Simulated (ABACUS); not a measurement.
**TiO2 in ABACUS: the effect of basis**

The system is TiO2.

```
CELL_PARAMETERS angstrom
4.69005 0.00000 0.00000
0.00000 4.69005 0.00000
0.00000 0.00000 3.01725
ATOMIC_POSITIONS crystal
Ti 0.00000 0.00000 0.50000
Ti 0.50000 0.50000 0.00000
O 0.30432 0.30432 0.50000
O 0.19568 0.80432 0.00000
O 0.80432 0.19568 0.00000
O 0.69568 0.69568 0.50000
```

The cell is a database's computed one.

The cell isn't the ideal one: volume scaled by 1.06.

Alike in all runs:

```yaml
Program: ABACUS 3.10.1
Task: equation of state
Functional: PBE
Potentials_or_basis: PseudoDojo NC SR 0.4.1 PBE standard
k_mesh: 4 × 4 × 6
Occupations: fermi-dirac, width 0.05 eV
Spin: no spin polarisation
```

```csv
basis,cutoff,gap on the mesh (eV),pressure (GPa),largest force (eV/Å)
DZP,1361 eV,?,?,?
TZDP,1361 eV,1.71,-8.4,0.25
pw,1143 eV,1.74,-8.9,0.27
```

Q: What does the run with basis DZP give?

A: gap on the mesh 1.66 eV; pressure -7.8 GPa; largest force 0.29 eV/Å.

Caveats: the atomic orbitals were generated for these runs and aren't a published set (some runs); the basis of atomic orbitals isn't converged, which shifts pressures, moduli and gaps (some runs); there are fewer bands than atomic start orbitals, so a level may be missed at k points of high symmetry (some runs).

A k mesh can miss the band edges.
